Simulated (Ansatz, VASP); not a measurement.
# Two plane-wave programs on Sb

```
Sb
1.0
     0.00000    2.37124    2.37124
     2.37124    0.00000    2.37124
     2.37124    2.37124    0.00000
Sb
1
Direct
  0.00000 0.00000 0.00000
```

This isn't the form of Sb at room conditions, which is rhombohedral.

Alike in both runs: functional revPBE; k mesh 10 × 10 × 10; occupations fermi-dirac, width 0.05 eV; no spin polarisation.

```csv
,VASP,Ansatz
version,VASP 6.6.1,Ansatz 0.2.0
potentials or method,"VASP PAW PBE potentials, release 64 (Sb)",Ansatz PAW
plane-wave cutoff (eV),520,420
valence electrons in the cell,5,15
task,single point,band structure
```

VASP gave:

| Property | Result |
| --- | --- |
| gap on the k mesh at the Fermi level (eV) | none |
| pressure (GPa) | 2.6 |

Task: Which values does Ansatz return?

Result: gap on the k mesh at the Fermi level (eV): none; pressure (GPa): 2.8.

A gap of «none» marks a metal or a gap that the smearing closes. The two sets of potentials don't hold the same shells in valence.

Caveats: the PAW data sets were made with another functional, which shifts forces and pressure a little (VASP); spin-orbit coupling is left out, which moves the levels of the heavy elements (Ansatz); the PAW data sets come from PBE, with cores solved anew for the run's functional, which leaves a small shift of forces and pressure (Ansatz). The runs have no spin-orbit coupling, so splittings on Sb are missing.
